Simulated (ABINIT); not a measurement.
# ZrC (Fm-3m) in ABINIT: further runs

The runs below take ZrC through single point, with PBEsol.

All numbers are computed with ABINIT 10.8.3 (patched build); they aren't measurements. Logs are shortened: lines on timing, memory, paths and dates and some standing lists are left out, and cuts for length are marked. The log counts tension as positive stress, the text compression.

**1. The crystal as given**

The structure is cubic, space group Fm-3m (No. 225). Conventional cell: a = 4.730 Å, b = 4.730 Å, c = 4.730 Å, α = 90.00°, β = 90.00°, γ = 90.00°. Around Zr (site symmetry m-3m) lie 6 C at 2.37 Å. C (site symmetry m-3m) is surrounded by 6 Zr at 2.37 Å.

**2. Single point, PBEsol**

run.abi reads:

```
# Pseudopotentials
pp_dirpath "./"
pseudos "Zr.upf, C.upf"

# Structure
acell 3*1.0
rprim
     0.0000000000     4.4692022847     4.4692022847
     4.4692022847     0.0000000000     4.4692022847
     4.4692022847     4.4692022847     0.0000000000
ntypat 2
znucl 40 6
natom 2
typat 1 2
xred
     0.5000000000     0.5000000000     0.5000000000
     0.0000000000     0.0000000000     0.0000000000

# Plane-wave basis
ecut 37.0

# k points
kptopt 1
ngkpt 8 8 8
nshiftk 1
shiftk 0.0 0.0 0.0

# Exchange and correlation
ixc -116133

# Bands and occupations
nband 12
occopt 3
tsmear 0.05 eV

# SCF cycle
nstep 100
tolvrs 1.0e-10

# Output
iomode 3
prtwf 0
prtden 0
prteig 0
prtebands 0
enunit 1
```

Potentials or basis: PseudoDojo NC SR PBEsol v0.4.1 standard.

The run is started by

```
mpirun --bind-to none -np 4 abinit run.abi > log 2>&1
```

run.abo:

```text
.Version 10.8.3 of ABINIT
 Symmetries : space group Fm -3 m (#225); Bravais cF (face-center cubic)
================================================================================
 Values of the parameters that define the memory need of the present run
     intxc =       0    ionmov =       0      iscf =       7    lmnmax =       6
     lnmax =       6     mgfft =      36  mpssoang =       3    mqgrid =    3001
     natom =       2  nloc_mem =       1    nspden =       1   nspinor =       1
    nsppol =       1      nsym =      48    n1xccc =    2501    ntypat =       2
    occopt =       3   xclevel =       2
       mpw =        1936          nfft =       46656          nkpt =          29
================================================================================
================================================================================

--------------------------------------------------------------------------------
------------- Echo of variables that govern the present computation ------------
--------------------------------------------------------------------------------
 -outvars: echo values of preprocessed input variables --------
            acell      1.0000000000E+00  1.0000000000E+00  1.0000000000E+00 Bohr
              amu      9.12240000E+01  1.20110000E+01
             ecut      3.70000000E+01 Hartree
           enunit           1
              ixc     -116133
         kptrlatt        8    0    0      0    8    0      0    0    8
          kptrlen      5.05632519E+01
            natom           2
            nband          12
            ngfft          36      36      36
             nkpt          29
            nstep         100
             nsym          48
           ntypat           2
           occopt           3
           prtden           0
        prtebands           0
           prteig           0
            prtwf           0
            rprim      0.0000000000E+00  4.4692022847E+00  4.4692022847E+00
                       4.4692022847E+00  0.0000000000E+00  4.4692022847E+00
                       4.4692022847E+00  4.4692022847E+00  0.0000000000E+00
          spgroup         225
           tolvrs      1.00000000E-10
           tsmear      1.83746611E-03 Hartree
            typat      1  2
           xangst      2.3649999984E+00  2.3649999984E+00  2.3649999984E+00
                       0.0000000000E+00  0.0000000000E+00  0.0000000000E+00
            xcart      4.4692022847E+00  4.4692022847E+00  4.4692022847E+00
                       0.0000000000E+00  0.0000000000E+00  0.0000000000E+00
             xred      5.0000000000E-01  5.0000000000E-01  5.0000000000E-01
                       0.0000000000E+00  0.0000000000E+00  0.0000000000E+00
            znucl       40.00000    6.00000

================================================================================

 chkinp: Checking input parameters for consistency.

================================================================================
== DATASET  1 ==================================================================

--- !DatasetInfo
iteration_state: {dtset: 1, }
dimensions: {natom: 2, nkpt: 29, mband: 12, nsppol: 1, nspinor: 1, nspden: 1, mpw: 1936, }
cutoff_energies: {ecut:  37.0, pawecutdg:  -1.0, }
electrons: {nelect:   1.60000000E+01, charge:   0.00000000E+00, occopt:   3.00000000E+00, tsmear:   1.83746611E-03, }
meta: {optdriver: 0, ionmov: 0, optcell: 0, iscf: 7, paral_kgb: 0, }
...

 Real(R)+Recip(G) space primitive vectors, cartesian coordinates (Bohr,Bohr^-1):
 R(1)=  0.0000000  4.4692023  4.4692023  G(1)= -0.1118768  0.1118768  0.1118768
 R(2)=  4.4692023  0.0000000  4.4692023  G(2)=  0.1118768 -0.1118768  0.1118768
 R(3)=  4.4692023  4.4692023  0.0000000  G(3)=  0.1118768  0.1118768 -0.1118768
 Unit cell volume ucvol=  1.7853363E+02 bohr^3
 Angles (23,13,12)=  6.00000000E+01  6.00000000E+01  6.00000000E+01 degrees

 getcut: wavevector=  0.0000  0.0000  0.0000  ngfft=  36  36  36
         ecut(hartree)=     37.000   => boxcut(ratio)=   2.08013

--- Pseudopotential description ------------------------------------------------
- pspini: atom type   1  psp file is ./Zr.upf
12 -116133 2 -1 1604                          pspcod,pspxc,lmax,lloc,mmax
     nproj     2     2     2

- pspini: atom type   2  psp file is ./C.upf
12 -116133 1 -1 1248                          pspcod,pspxc,lmax,lloc,mmax
     nproj     2     2     0

   3.71785570E+02                                ecore*ucvol(ha*bohr**3)
--------------------------------------------------------------------------------

================================================================================

--- !BeginCycle
iteration_state: {dtset: 1, }
solver: {iscf: 7, nstep: 100, nline: 4, wfoptalg: 0, }
tolerances: {tolvrs: 1.00E-10, }
...

     iter   Etot(hartree)      deltaE(h)  residm     vres2
 ETOT  1  -56.487186689964    -5.649E+01 1.032E-01 8.227E+02
 ETOT  2  -56.391397054821     9.579E-02 1.129E-01 1.390E+03
 ETOT  3  -56.668868799145    -2.775E-01 2.200E-02 7.506E-01
 ETOT  4  -56.669088264923    -2.195E-04 1.536E-03 3.703E-01
 ETOT  5  -56.669074473047     1.379E-05 1.275E-03 3.993E-01
 ETOT  6  -56.669154624874    -8.015E-05 2.230E-04 5.120E-02
 ETOT  7  -56.669166491693    -1.187E-05 4.555E-05 2.557E-04
 ETOT  8  -56.669166548107    -5.641E-08 3.286E-05 7.463E-06
 ETOT  9  -56.669166549703    -1.595E-09 5.094E-05 2.904E-07
 ETOT 10  -56.669166549765    -6.236E-11 2.342E-05 3.013E-09
 ETOT 11  -56.669166549767    -1.833E-12 5.748E-05 8.579E-12

 At SCF step   11       vres2   =  8.58E-12 < tolvrs=  1.00E-10 =>converged.

 Cartesian components of stress tensor (hartree/bohr^3)
  sigma(1 1)=  2.88430694E-04  sigma(3 2)=  0.00000000E+00
  sigma(2 2)=  2.88430694E-04  sigma(3 1)=  0.00000000E+00
  sigma(3 3)=  2.88430694E-04  sigma(2 1)=  0.00000000E+00

--- !ResultsGS
iteration_state: {dtset: 1, }
comment   : Summary of ground state results
lattice_vectors:
- [  0.0000000,   4.4692023,   4.4692023, ]
- [  4.4692023,   0.0000000,   4.4692023, ]
- [  4.4692023,   4.4692023,   0.0000000, ]
lattice_lengths: [   6.32041,    6.32041,    6.32041, ]
lattice_angles: [ 60.000,  60.000,  60.000, ] # degrees, (23, 13, 12)
lattice_volume:   1.7853363E+02
convergence: {deltae: -1.833E-12, res2:  8.579E-12, residm:  5.748E-05, diffor: null, }
etotal    :  -5.66691665E+01
entropy   :   0.00000000E+00
fermie    :   4.02644722E-01
cartesian_stress_tensor: # hartree/bohr^3
- [  2.88430694E-04,   0.00000000E+00,   0.00000000E+00, ]
- [  0.00000000E+00,   2.88430694E-04,   0.00000000E+00, ]
- [  0.00000000E+00,   0.00000000E+00,   2.88430694E-04, ]
pressure_GPa:  -8.4859E+00
xred      :
- [  5.0000E-01,   5.0000E-01,   5.0000E-01, Zr]
- [  0.0000E+00,   0.0000E+00,   0.0000E+00,  C]
cartesian_forces: # hartree/bohr
- [ -0.00000000E+00,  -0.00000000E+00,  -0.00000000E+00, ]
- [ -0.00000000E+00,  -0.00000000E+00,  -0.00000000E+00, ]
force_length_stats: {min:   0.00000000E+00, max:   0.00000000E+00, mean:   0.00000000E+00, }
...

 Integrated electronic density in atomic spheres:
 ------------------------------------------------
 Atom  Sphere_radius  Integrated_density
    1        2.00000          8.34888795
    2        2.00000          3.75667891
================================================================================

 ----iterations are completed or convergence reached----

 Mean square residual over all n,k,spin=   19.530E-08; max=  57.477E-06
 reduced coordinates (array xred) for    2 atoms
       0.500000000000      0.500000000000      0.500000000000
       0.000000000000      0.000000000000      0.000000000000
 rms dE/dt=  0.0000E+00; max dE/dt=  0.0000E+00; dE/dt below (all hartree)
    1       0.000000000000      0.000000000000      0.000000000000
    2       0.000000000000      0.000000000000      0.000000000000

 cartesian coordinates (angstrom) at end:
    1      2.36499999837442     2.36499999837442     2.36499999837442
    2      0.00000000000000     0.00000000000000     0.00000000000000

 cartesian forces (hartree/bohr) at end:
    1     -0.00000000000000    -0.00000000000000    -0.00000000000000
    2     -0.00000000000000    -0.00000000000000    -0.00000000000000
 frms,max,avg= 0.0000000E+00 0.0000000E+00   0.000E+00  0.000E+00  0.000E+00 h/b

 cartesian forces (eV/Angstrom) at end:
    1     -0.00000000000000    -0.00000000000000    -0.00000000000000
    2     -0.00000000000000    -0.00000000000000    -0.00000000000000
 frms,max,avg= 0.0000000E+00 0.0000000E+00   0.000E+00  0.000E+00  0.000E+00 e/A
 length scales=  1.000000000000  1.000000000000  1.000000000000 bohr
              =  0.529177210544  0.529177210544  0.529177210544 angstroms
 Fermi (or HOMO) energy (eV) =  10.95652   Average Vxc (eV)= -12.45400
 Eigenvalues (   eV  ) for nkpt=  29  k points:
 kpt#   1, nband= 12, wtk=  0.00195, kpt=  0.0000  0.0000  0.0000 (reduced coord)
 -37.06413  -14.81659  -14.81659  -14.81659   -0.22692   11.95995   11.95995   11.95995
  12.04990   12.04990   12.04990   13.75474
 prteigrs : prtvol=0 or 1, do not print more k-points.

--- !EnergyTerms
iteration_state     : {dtset: 1, }
comment             : Components of total free energy in Hartree
kinetic             :  1.82806590918765E+01
hartree             :  6.35728908240431E+00
xc                  : -1.20706584101374E+01
Ewald energy        : -4.68871308238304E+01
psp_core            :  2.08244000026079E+00
local_psp           : -2.95323581724460E+01
non_local_psp       :  5.10069893965788E+00
internal            : -5.66690602922144E+01
'-kT*entropy'       : -1.06257552376596E-04
total_energy        : -5.66691665497668E+01
total_energy_eV     : -1.54204657922353E+03
band_energy         : -4.04972395483854E+00
...

 Cartesian components of stress tensor (hartree/bohr^3)
  sigma(1 1)=  2.88430694E-04  sigma(3 2)=  0.00000000E+00
  sigma(2 2)=  2.88430694E-04  sigma(3 1)=  0.00000000E+00
  sigma(3 3)=  2.88430694E-04  sigma(2 1)=  0.00000000E+00

-Cartesian components of stress tensor (GPa)         [Pressure= -8.4859E+00 GPa]
- sigma(1 1)=  8.48592400E+00  sigma(3 2)=  0.00000000E+00
- sigma(2 2)=  8.48592400E+00  sigma(3 1)=  0.00000000E+00
- sigma(3 3)=  8.48592400E+00  sigma(2 1)=  0.00000000E+00

== END DATASET(S) ==============================================================
================================================================================

 -outvars: echo values of variables after computation  --------
            acell      1.0000000000E+00  1.0000000000E+00  1.0000000000E+00 Bohr
           etotal     -5.6669166550E+01
            fcart     -0.0000000000E+00 -0.0000000000E+00 -0.0000000000E+00
                      -0.0000000000E+00 -0.0000000000E+00 -0.0000000000E+00
            rprim      0.0000000000E+00  4.4692022847E+00  4.4692022847E+00
                       4.4692022847E+00  0.0000000000E+00  4.4692022847E+00
                       4.4692022847E+00  4.4692022847E+00  0.0000000000E+00
           strten      2.8843069423E-04  2.8843069423E-04  2.8843069423E-04
                       0.0000000000E+00  0.0000000000E+00  0.0000000000E+00
           xangst      2.3649999984E+00  2.3649999984E+00  2.3649999984E+00
                       0.0000000000E+00  0.0000000000E+00  0.0000000000E+00
             xred      5.0000000000E-01  5.0000000000E-01  5.0000000000E-01
                       0.0000000000E+00  0.0000000000E+00  0.0000000000E+00
 Calculation completed.
```

Wall time 14 s (4 MPI ranks of Arm Neoverse N1, shared host); peak memory 0.24 GiB.

Results:

```
Free energy                                           : -1542.0466 eV
Pressure                                              : -8.5 GPa
Band gap on the k mesh                                : none (metal or under the smearing width)
Valence electrons inside the program's atomic spheres : Zr 8.35; C 3.76
```

**3. Single point, PBEsol**

run.abi reads:

```
pp_dirpath "./"
pseudos "Zr.upf, C.upf"

acell 3*1.0
rprim
     0.0000000000     4.4692022847     4.4692022847
     4.4692022847     0.0000000000     4.4692022847
     4.4692022847     4.4692022847     0.0000000000
ntypat 2
znucl 40 6
natom 2
typat 1 2
xred
     0.5000000000     0.5000000000     0.5000000000
     0.0000000000     0.0000000000     0.0000000000

ecut 1006.821291 eV

kptopt 1
ngkpt 8 8 8
nshiftk 1
shiftk 0.0 0.0 0.0

ixc -116133

nband 12
occopt 3
tsmear 0.05 eV

nstep 100
tolvrs 1.0e-10

iomode 3
prtwf 0
prteig 0
prtebands 0
prtden 1
prtvha 1
prtvclmb 1
prtpot 1
prtelf 1
```

Potentials or basis: PseudoDojo NC SR PBEsol v0.4.1 standard.

The run is started by

```
abinit run.abi > log 2>&1
```

It took 24 s on 1 thread of Arm Neoverse V1, shared host; peak memory 0.07 GiB.

Results (log left out):

```
Free energy                                           : -1542.0466 eV
Pressure                                              : -8.5 GPa
Band gap on the k mesh                                : none (metal or under the smearing width)
Valence electrons inside the program's atomic spheres : Zr 8.35; C 3.76
```

Levels at points of the mesh, in eV from the Fermi level:
```
           k point  band 6  band 7  band 8  band 9  band 10  band 11
(0.00, 0.00, 0.00)    1.00    1.00    1.00    1.09     1.09     1.09
(0.50, 0.00, 0.00)   -5.22   -2.84   -2.84    4.44     4.44     5.25
(0.50, 0.50, 0.00)   -2.05   -1.71    0.10    0.10     4.41     5.58
```
